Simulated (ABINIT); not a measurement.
# A GW run on BN (Qingsongite) in ABINIT, with inputs changed, part 2 of 2

A base run on BN (Qingsongite), then changed inputs.

ABINIT 10.8.3; PBE and many-body steps on it, plane waves. Known limits of the many-body steps: not at the basis limit.

So far. Step 2 (Screening, 8×8×8 mesh, 48 bands, screening to 217.7 eV): Local fields lower ε∞ by 7 %. Step 3 (Base): The gap on the mesh goes from 4.53 eV to 5.93 eV, a correction of +1.40 eV.

## Step 6: Fewer bands in the self-energy

Level of this step: G0W0 on PBE, plane waves, norm-conserving pseudopotentials (ABINIT).

File run.abi:

```
acell 3*1.0 Angstrom
rprim 
  -0.000000000000 1.807500000000 1.807500000000
  1.807500000000 0.000000000000 1.807500000000
  1.807500000000 1.807500000000 -0.000000000000
ntypat 2
znucl 5 7
natom 2
typat 1 2
xred 
  0.000000000000 0.000000000000 0.000000000000
  0.250000000000 0.250000000000 0.250000000000
pp_dirpath "pseudos"
pseudos "B.upf, N.upf"
ecut 36
ngkpt 8 8 8
nshiftk 1
shiftk 0 0 0
kptopt 1
chksymbreak 0
istwfk *1
occopt 1
irdwfk 1
optdriver 4
nband 24
gwcalctyp 0
ecutsigx 36
symsigma 1
nkptgw 2
kptgw 
  0.0000000000 0.0000000000 0.0000000000
  0.5000000000 0.5000000000 0.0000000000
bdgw 
  2 7
  3 6
ecuteps 8
irdscr 1
ppmodel 1
indata_prefix "in"
outdata_prefix "out"
tmpdata_prefix "tmp"
```

On the command line:

```bash
$ OMP_NUM_THREADS=1 mpirun -n 8 abinit run.abi > log
```

The log of the run:

```text
.Version 10.8.3 of ABINIT. v10.8.2 released Aug 2026.

 Symmetries : space group F-4 3 m (#216); Bravais cF (face-center cubic)
[... echo of the input left out ...]
== DATASET  1 ==================================================================
-   mpi_nproc: 8, omp_nthreads: 1 (-1 if OMP is not activated)

--- !DatasetInfo
iteration_state: {dtset: 1, }
dimensions: {natom: 2, nkpt: 29, mband: 24, nsppol: 1, nspinor: 1, nspden: 1, mpw: 869, }
cutoff_energies: {ecut:  36.0, pawecutdg:  -1.0, }
electrons: {nelect:   8.00000000E+00, charge:   0.00000000E+00, occopt:   1.00000000E+00, tsmear:   1.00000000E-02, }

 SIGMA: Calculation of the GW corrections

 Based on a program developped by R.W. Godby, V. Olevano, G. Onida, and L. Reining.
 Incorporated in ABINIT by V. Olevano, G.-M. Rignanese, and M. Torrent.
.Using double precision arithmetic ; gwpc =  8

[... cell and pseudopotentials left out ...]
--------------------------------------------------------------------------------

 ==== K-mesh for the wavefunctions ====
 Number of points in the irreducible wedge :    29
[... list of points left out ...]
 Together with 24 symmetry operations and time-reversal symmetry
 yields   512 points in the full Brillouin Zone.

 ==== Q-mesh for screening function ====
 Number of points in the irreducible wedge :    29
[... list of points left out ...]
 Together with 24 symmetry operations and time-reversal symmetry
 yields   512 points in the full Brillouin Zone.

 vcoul_init : cutoff-mode = AUXILIARY_FUNCTION
 q-points for optical limit:   1
     1)      0.000010    0.000020    0.000030
 setmesh: FFT mesh size selected  =    25x   25x   25
          total number of points  =        15625

 Number of electrons calculated from density =    8.0000; Expected =    8.0000
[...]
number of omega for Sigma on real axis              0
 max omega for Sigma on real axis  [eV]           0.00
 zcut for avoiding poles [eV]                     0.10

 EPSILON^-1 parameters (SCR file):
 dimension of the eps^-1 matrix on file             65
 dimension of the eps^-1 matrix used                65
 number of plane-waves for wavefunctions           869
 number of bands                                    48
 number of q-points in IBZ                          29
 number of frequencies                               2
 number of real frequencies                          1
 number of imag frequencies                          1

 matrix elements of self-energy operator (all in [eV])

 Perturbative Calculation

--- !SelfEnergy_ee
iteration_state: {dtset: 1, }
kpoint     : [   0.000,    0.000,    0.000, ]
spin       : 1
KS_gap     :    8.878
QP_gap     :   10.854
Delta_QP_KS:    1.975
data: !SigmaeeData |
     Band     E0 <VxcDFT>   SigX SigC(E0)      Z dSigC/dE  Sig(E)    E-E0       E
        2   8.220 -18.520 -22.080   3.050   0.831  -0.203 -18.944  -0.424   7.796
        3   8.220 -18.520 -22.080   3.050   0.831  -0.203 -18.944  -0.424   7.796
        4   8.220 -18.520 -22.080   3.050   0.831  -0.203 -18.944  -0.424   7.796
[...]
--- !SelfEnergy_ee
iteration_state: {dtset: 1, }
kpoint     : [   0.500,    0.500,    0.000, ]
spin       : 1
KS_gap     :    9.442
QP_gap     :   11.344
Delta_QP_KS:    1.902
data: !SigmaeeData |
     Band     E0 <VxcDFT>   SigX SigC(E0)      Z dSigC/dE  Sig(E)    E-E0       E
[...]
5  12.755 -12.570  -7.394  -4.141   0.856  -0.168 -11.684   0.886  13.641
        6  17.562 -12.696  -6.779  -4.686   0.853  -0.173 -11.646   1.050  18.612

== END DATASET(S) ==============================================================
================================================================================

 -outvars: echo values of variables after computation  --------
           etotal      0.0000000000E+00
            nband          24
             nkpt          29
          spgroup         216
 [... the other variables as echoed above ...]

 Calculation completed.
```

It took 1.8 s on 8 MPI ranks of AMD EPYC 9R45, shared host; peak memory 0.12 GiB.

Numbers from this step:

```yaml
g0w0_gap_on_the_points_computed: 5.845 eV
starting_gap_on_the_mesh: 4.535 eV
k_of_the_valence_top: 0, 0, 0
k_of_the_conduction_bottom: 0.5, 0.5, 0
z_at_the_valence_top: 0.831
z_at_the_conduction_bottom: 0.856
least_direct_g0w0_gap_on_the_computed_points: 10.85 eV
```

## Step 7: No symmetry in the self-energy

Edit run.abi of step 6 so:

```diff
@@ -24,6 +24,6 @@
 optdriver 4
-nband 24
+nband 48
 gwcalctyp 0
 ecutsigx 36
-symsigma 1
+symsigma 0
 nkptgw 2
```

The log of the run:

```text
.Version 10.8.3 of ABINIT. v10.8.2 released Aug 2026.

 Symmetries : space group F-4 3 m (#216); Bravais cF (face-center cubic)
[... echo of the input left out ...]
== DATASET  1 ==================================================================
-   mpi_nproc: 8, omp_nthreads: 1 (-1 if OMP is not activated)

--- !DatasetInfo
iteration_state: {dtset: 1, }
dimensions: {natom: 2, nkpt: 29, mband: 48, nsppol: 1, nspinor: 1, nspden: 1, mpw: 869, }
cutoff_energies: {ecut:  36.0, pawecutdg:  -1.0, }
[...]
Band     E0 <VxcDFT>   SigX SigC(E0)      Z dSigC/dE  Sig(E)    E-E0       E
[...]
5  12.755 -12.570  -7.394  -4.370   0.855  -0.170 -11.881   0.688  13.444
        6  17.562 -12.696  -6.779  -4.958   0.851  -0.175 -11.879   0.817  18.379

== END DATASET(S) ==============================================================
================================================================================

 -outvars: echo values of variables after computation  --------
           etotal      0.0000000000E+00
            nband          48
             nkpt          29
          spgroup         216
 [... the other variables as echoed above ...]

 Calculation completed.
```

Run time: 6.2 s. Hardware: 8 MPI ranks; peak memory 0.92 GiB; 48 s of CPU time.

Numbers from this step:

```yaml
g0w0_gap_on_the_points_computed: 5.933 eV
starting_gap_on_the_mesh: 4.535 eV
k_of_the_valence_top: 0, 0, 0
k_of_the_conduction_bottom: 0.5, 0.5, 0
least_direct_g0w0_gap_on_the_computed_points: 10.87 eV
```

Against G0W0 in ABINIT (8×8×8 mesh, 48 bands, screening to 217.7 eV, Godby-Needs plasmon pole), the gap moves by +0.000 eV.

## Step 8: Screening cutoff above the file's

Edit run.abi of step 7 so:

```diff
@@ -27,3 +27,3 @@
 ecutsigx 36
-symsigma 0
+symsigma 1
 nkptgw 2
@@ -35,3 +35,3 @@
   3 6
-ecuteps 8
+ecuteps 32
 irdscr 1
```

The log of the run:

```text
.Version 10.8.3 of ABINIT. v10.8.2 released Aug 2026.

 Symmetries : space group F-4 3 m (#216); Bravais cF (face-center cubic)
[... echo of the input left out ...]
== DATASET  1 ==================================================================
-   mpi_nproc: 8, omp_nthreads: 1 (-1 if OMP is not activated)

--- !DatasetInfo
iteration_state: {dtset: 1, }
dimensions: {natom: 2, nkpt: 29, mband: 48, nsppol: 1, nspinor: 1, nspden: 1, mpw: 869, }
cutoff_energies: {ecut:  36.0, pawecutdg:  -1.0, }
electrons: {nelect:   8.00000000E+00, charge:   0.00000000E+00, occopt:   1.00000000E+00, tsmear:   1.00000000E-02, }

 SIGMA: Calculation of the GW corrections

 Based on a program developped by R.W. Godby, V. Olevano, G. Onida, and L. Reining.
 Incorporated in ABINIT by V. Olevano, G.-M. Rignanese, and M. Torrent.
.Using double precision arithmetic ; gwpc =  8

[... cell and pseudopotentials left out ...]
--------------------------------------------------------------------------------

 ==== K-mesh for the wavefunctions ====
 Number of points in the irreducible wedge :    29
[... list of points left out ...]
 Together with 24 symmetry operations and time-reversal symmetry
 yields   512 points in the full Brillouin Zone.

 ==== Q-mesh for screening function ====
 Number of points in the irreducible wedge :    29
[... list of points left out ...]
 Together with 24 symmetry operations and time-reversal symmetry
 yields   512 points in the full Brillouin Zone.

 vcoul_init : cutoff-mode = AUXILIARY_FUNCTION
 q-points for optical limit:   1
     1)      0.000010    0.000020    0.000030
 setmesh: FFT mesh size selected  =    25x   25x   25
          total number of points  =        15625

 Number of electrons calculated from density =    8.0000; Expected =    8.0000
[...]
number of omega for Sigma on real axis              0
 max omega for Sigma on real axis  [eV]           0.00
 zcut for avoiding poles [eV]                     0.10

 EPSILON^-1 parameters (SCR file):
 dimension of the eps^-1 matrix on file             65
 dimension of the eps^-1 matrix used                65
 number of plane-waves for wavefunctions           869
 number of bands                                    48
 number of q-points in IBZ                          29
 number of frequencies                               2
 number of real frequencies                          1
 number of imag frequencies                          1

 matrix elements of self-energy operator (all in [eV])

 Perturbative Calculation

--- !SelfEnergy_ee
iteration_state: {dtset: 1, }
kpoint     : [   0.000,    0.000,    0.000, ]
spin       : 1
KS_gap     :    8.878
QP_gap     :   10.868
Delta_QP_KS:    1.990
data: !SigmaeeData |
     Band     E0 <VxcDFT>   SigX SigC(E0)      Z dSigC/dE  Sig(E)    E-E0       E
        2   8.220 -18.520 -22.080   2.705   0.829  -0.206 -19.229  -0.709   7.511
        3   8.220 -18.520 -22.080   2.705   0.829  -0.206 -19.229  -0.709   7.511
        4   8.220 -18.520 -22.080   2.705   0.829  -0.206 -19.229  -0.709   7.511
[...]
--- !SelfEnergy_ee
iteration_state: {dtset: 1, }
kpoint     : [   0.500,    0.500,    0.000, ]
spin       : 1
KS_gap     :    9.442
QP_gap     :   11.363
Delta_QP_KS:    1.921
data: !SigmaeeData |
     Band     E0 <VxcDFT>   SigX SigC(E0)      Z dSigC/dE  Sig(E)    E-E0       E
[...]
5  12.755 -12.570  -7.394  -4.370   0.855  -0.170 -11.881   0.689  13.444
        6  17.562 -12.696  -6.779  -4.958   0.851  -0.175 -11.879   0.817  18.379

== END DATASET(S) ==============================================================
================================================================================

 -outvars: echo values of variables after computation  --------
           etotal      0.0000000000E+00
            nband          48
             nkpt          29
          spgroup         216
 [... the other variables as echoed above ...]

 Calculation completed.
```

The job ended after 2 s (8 MPI ranks; peak memory 0.12 GiB; 14 s of CPU time).

The run ended normally, though the input holds a fault or crude settings.

The fault put into this input: screening cutoff above the file's. It printed a gap of 5.93 eV, the value of the sound run: the program fell back on what its files hold, so an unchanged gap is no proof of convergence.

## Step 9: More bands than the file holds

Edit run.abi of step 8 so:

```diff
@@ -24,3 +24,3 @@
 optdriver 4
-nband 48
+nband 144
 gwcalctyp 0
@@ -35,3 +35,3 @@
   3 6
-ecuteps 32
+ecuteps 8
 irdscr 1
```

The log of the run:

```text
.Version 10.8.3 of ABINIT. v10.8.2 released Aug 2026.

 Symmetries : space group F-4 3 m (#216); Bravais cF (face-center cubic)
================================================================================
 Values of the parameters that define the memory need of the present run
     intxc =       0    ionmov =       0      iscf =       7    lmnmax =       4
     lnmax =       4     mgfft =      30  mpssoang =       2    mqgrid =    3001
     natom =       2  nloc_mem =       1    nspden =       1   nspinor =       1
    nsppol =       1      nsym =      24    n1xccc =    2501    ntypat =       2
    occopt =       1   xclevel =       2
-    mband =         144        mffmem =           1         mkmem =           4
       mpw =         869          nfft =       27000          nkpt =          29
================================================================================
  Rough estimation (10% accuracy) of disk space for files :
================================================================================

--------------------------------------------------------------------------------
------------- Echo of variables that govern the present computation ------------
--------------------------------------------------------------------------------
 -outvars: echo values of preprocessed input variables --------
            acell      1.8897261259E+00  1.8897261259E+00  1.8897261259E+00 Bohr

             bdgw           2       7       3       6
      chksymbreak           0
             ecut      3.60000000E+01 Hartree
          ecuteps      8.00000000E+00 Hartree
         ecutsigx      3.60000000E+01 Hartree
          ecutwfn      3.60000000E+01 Hartree
-          fftalg         312
           irdscr           1
           irdwfk           1

[...]
electrons: {nelect:   8.00000000E+00, charge:   0.00000000E+00, occopt:   1.00000000E+00, tsmear:   1.00000000E-02, }

 SIGMA: Calculation of the GW corrections

 Based on a program developped by R.W. Godby, V. Olevano, G. Onida, and L. Reining.
 Incorporated in ABINIT by V. Olevano, G.-M. Rignanese, and M. Torrent.
.Using double precision arithmetic ; gwpc =  8

 Real(R)+Recip(G) space primitive vectors, cartesian coordinates (Bohr,Bohr^-1):
 R(1)=  0.0000000  3.4156800  3.4156800  G(1)= -0.1463837  0.1463837  0.1463837
 R(2)=  3.4156800  0.0000000  3.4156800  G(2)=  0.1463837 -0.1463837  0.1463837
 R(3)=  3.4156800  3.4156800  0.0000000  G(3)=  0.1463837  0.1463837 -0.1463837
 Unit cell volume ucvol=  7.9700586E+01 bohr^3
 Angles (23,13,12)=  6.00000000E+01  6.00000000E+01  6.00000000E+01 degrees

--- Pseudopotential description ------------------------------------------------
- B Generated using ONCVPSP code by D. R. Hamann
-  5.00000   3.00000  171031                  znucl, zion, pspdat
12 -101130 1 -1 1534                          pspcod,pspxc,lmax,lloc,mmax
     nproj     2     2
  pspatm : epsatm=    3.38844616
         --- l  ekb(1:nproj) -->
[...]
pspatm: atomic psp has been read  and splines computed

- N Generated using ONCVPSP code by D. R. Hamann
-  7.00000   5.00000  171031                  znucl, zion, pspdat
12 -101130 1 -1 1058                          pspcod,pspxc,lmax,lloc,mmax
     nproj     2     2
  pspatm : epsatm=    5.20977870
         --- l  ekb(1:nproj) -->
             0    7.494509    0.636305
             1   -4.293905   -1.006988
 pspatm: atomic psp has been read  and splines computed

   6.87857989E+01                                ecore*ucvol(ha*bohr**3)
--------------------------------------------------------------------------------

--- !ERROR
message: |
    Number of bands stored WFK file is less than required.
    WFK mband: 56, self-energy nband: 144

--- !ERROR
message: |
    Number of bands stored WFK file is less than required.
    WFK mband: 56, self-energy nband: 144

--- from the log ---
Number of bands stored WFK file is less than required.
    WFK mband: 56, self-energy nband: 144
```

The job ended after 1.3 s (8 MPI ranks; peak memory 0.06 GiB).

The run stopped with an error after 1.3 s.

The program's words: Number of bands stored WFK file is less than required. WFK mband: 56, self-energy nband: 144

The fault put into this input: more bands than the file holds.

## Step 10: Side by side

Times are wall times on 8 MPI ranks of AMD EPYC 9R45, shared host, good to a factor of about two. A run's time includes the screening step that it read.

```csv
run,mesh,bands,screening cutoff (eV),DFT gap (eV),gap on the mesh (eV),direct (eV),ε∞ used,time
base,8×8×8,48,217.7,4.535,5.933,10.868,4.32,10 s
smaller part of the screening matrix,8×8×8,48,108.8,4.535,5.740,10.764,4.32,10 s
scissors in G,8×8×8,48,217.7,4.535,5.974,10.917,4.32,10 s
fewer bands in the self-energy,8×8×8,24,217.7,4.535,5.845,10.854,4.32,10 s
no symmetry in the self-energy,8×8×8,48,217.7,4.535,5.933,10.868,4.32,15 s
```

## Step 11: What came out

| Item | Value |
| --- | --- |
| base | 5.933 eV |
| smaller part of the screening matrix | 5.740 eV |
| scissors in G | 5.974 eV |
| fewer bands in the self-energy | 5.845 eV |
| no symmetry in the self-energy | 5.933 eV |
| known limits | not at the basis limit |

**Reading.** Smaller part of the screening matrix: −0.193 eV against base (keys changed: ecuteps). Scissors in G: +0.041 eV against base (keys changed: mbpt_sciss). Fewer bands in the self-energy: −0.088 eV against base (keys changed: nband). No symmetry in the self-energy: no change against base (keys changed: symsigma). Bands and cutoff are finite, so the gap is not at the basis limit. The miss can reach some tenths of an eV and take either sign; the mesh is an error of its own. In the G0W0 runs levels were corrected at 2 k points alone, so a gap called «on the mesh» is the least over those, and an edge elsewhere would be missed.

[Paths, hosts, dates, memory and timing lines, banners, echoed tables and standing remarks are left out of the program output.]

[Logs are printed without paths, hosts, clocks, repeated set-up lines and the standing remarks that a program may print on its own settings, such as how far it seeks lower states.]

[Runs of the session that timed out or met a known fault of the program may be left out.]

[Hosts, paths, dates, database ids (printed as entryN), source tags and the programs' standing remarks are cut or masked in the printed files.]

[G0W0 gaps are taken among the corrected bands and points alone; a level outside them can change the order at an edge.]

[Where Ansatz stands beside ABINIT at settings called matched, ABINIT's density can come from a denser mesh and the files from another edition; pairs whose starting gaps differed by over 0.03 eV were left out, so agreement reads better than it is.]
